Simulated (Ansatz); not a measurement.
**Li₂O: pressure and gap against volume**

A database entry relaxed whole under r2SCAN (Fm-3m):

```yaml
crystal:
  lattice:
    - [0.00000, 2.28538, 2.28538]
    - [2.28538, 0.00000, 2.28538]
    - [2.28538, 2.28538, 0.00000]
  atoms:
    - { symbol: Li, position: [0.25000, 0.25000, 0.25000] }
    - { symbol: Li, position: [0.75000, 0.75000, 0.75000] }
    - { symbol: O, position: [0.00000, 0.00000, 0.00000] }
```

The cell was scaled uniformly, its shape held, and the atoms relaxed at each volume with plane-wave PAW DFT (Ansatz 0.2.0; r2SCAN, 500 eV, 10×10×10 Γ-centred mesh, fermi-dirac occupations of width 0.020 eV; no spin, no spin-orbit coupling). One row is withheld.

```csv
volume (Å³/atom),energy over the lowest (meV/atom),pressure (GPa),gap over mesh and path (eV)
7.480,8.6,6.10,5.904
7.639,?,?,?
7.798,0.9,1.84,5.816
7.958,0.0,0.01,5.772
8.117,0.8,-1.66,5.729
8.276,3.2,-3.16,5.687
8.435,7.1,-4.53,5.646
```

Question: Fit the pressures of the other rows to the third-order Birch-Murnaghan form.

Answer: With f = [(V₀/V)^(2/3) − 1]/2 and P = 3B₀f(1 + 2f)^(5/2)[1 + 3(B₀′ − 4)f/2], least squares gives V₀ = 7.96 Å³ an atom, B₀ = 87.2 GPa and B₀′ = 3.9; the rows miss the fit by less than 0.01 GPa. The slope of the energies differs from these pressures by less than 0.05 GPa.

Question: How does the gap move with volume?

Answer: A parabola in ln(V/V₀) through the other rows has the slope dE_g/d ln V = -2.2 eV at V₀, so by B₀ the gap moves by +25 meV a GPa: it widens under pressure.

Question: What does the withheld row hold?

Answer: The fit gives 3.86 GPa at 7.639 Å³; the run gave 3.86 GPa and 3.7 meV an atom. Its gap is 5.859 eV, against 5.859 eV from the parabola.

Caveats: the shape of the cell was held; 0 K, fixed nuclei; the symmetry was kept, and this need not be the phase that is stable at 0 K; one mesh for all volumes; r2SCAN gaps lie as a rule under measured ones; the slope of the gap can be off by tens of per cent, more where shallow d levels or spin-orbit coupling act on the edges; pressure is positive in compression.
